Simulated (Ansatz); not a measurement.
# ZrC in Ansatz: the effect of Hubbard term

The system is ZrC.

```
CELL_PARAMETERS angstrom
3.39148 0.00000 0.00000
-1.69574 2.93710 0.00000
0.00000 0.00000 5.29005
ATOMIC_POSITIONS crystal
Zr 0.66667 0.33333 0.75000
Zr 0.33333 0.66667 0.25000
C 0.00000 0.00000 0.50000
C 0.00000 0.00000 0.00000
```

The cell comes from a database or a generator and needn't be the stable form of this composition.

Alike in all runs:

```yaml
Program: Ansatz 0.2.0
Task: density of states
Functional: PBEsol
Potentials_or_basis: all-electron LAPW, scalar-relativistic
Cutoff: 235 eV (chosen from the basis error)
Basis_error_allowed: 0.002 eV/atom
k_mesh: 9 × 9 × 5
Occupations: fermi-dirac, width 0.05 eV
Spin: no spin polarisation
```

Task: One run gave: pressure 0.1 GPa. Which Hubbard term did it use?
A. Zr d U = 4 eV
B. none
C. Zr d U = 2 eV
D. Zr d U = 6 eV
E. Zr d U = 8 eV

Result: D.

| Hubbard term | pressure (GPa) |
| --- | --- |
| none | -7.8 |
| Zr d U = 2 eV | -5.4 |
| Zr d U = 4 eV | -2.8 |
| Zr d U = 6 eV | 0.1 |
| Zr d U = 8 eV | 3.5 |

Caveats: U is the effective U less J, on atomic orbitals that reach past the spheres (some runs); U without spin polarisation on a metal has little footing (some runs); the U is typed as a test and isn't derived for this compound (some runs).
